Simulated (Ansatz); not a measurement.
CdS (Hawleyite):

```xyz
2
Lattice="0.0000 2.9165 2.9165 2.9165 0.0000 2.9165 2.9165 2.9165 0.0000" Properties=species:S:1:pos:R:3 pbc="T T T"
Cd    0.0000    0.0000    0.0000
S     4.3748    4.3748    4.3748
```

```yaml
Program: Ansatz 0.2.0
Task: relaxation of cell and atoms
Functional: PBE0
Potentials_or_basis: Ansatz PAW
Cutoff: "420 eV (not typed: the program's choice for these potentials)"
k_mesh: 4 × 4 × 4
Occupations: fermi-dirac, width 0.05 eV
Spin: no spin polarisation
```

At the start: volume 24.81 Å³/atom.

Problem. How do energy, volume and symmetry change on relaxing?

Solution. It ends after 3 steps and the volume is 25.49 Å³/atom (+2.7 %); space group F-43m (No. 216, to 0.05 Å).

Step by step:
```
step  energy change (eV)  largest force (eV/Å)  volume (Å³)
   1              0.0000                0.0000        49.62
   2             -0.0060                0.0000        50.98
   3             -0.0071                0.0000        50.98
```

Final structure:
```yaml
crystal:
  lattice:
    - [0.00000, 2.94299, 2.94299]
    - [2.94299, 0.00000, 2.94299]
    - [2.94299, 2.94299, 0.00000]
  atoms:
    - { symbol: Cd, position: [0.00000, 0.00000, 0.00000] }
    - { symbol: S, position: [0.75000, 0.75000, 0.75000] }
```

Caveat: the k mesh is coarse (spacing up to 0.47 Å⁻¹), so the values aren't converged, least of all with exact exchange; the plane-wave basis is chosen anew once the cell has moved, so the energies of steps on either side of that aren't comparable; the PAW data sets come from PBE, with cores solved anew for the run's functional, which leaves a small shift of forces and pressure.
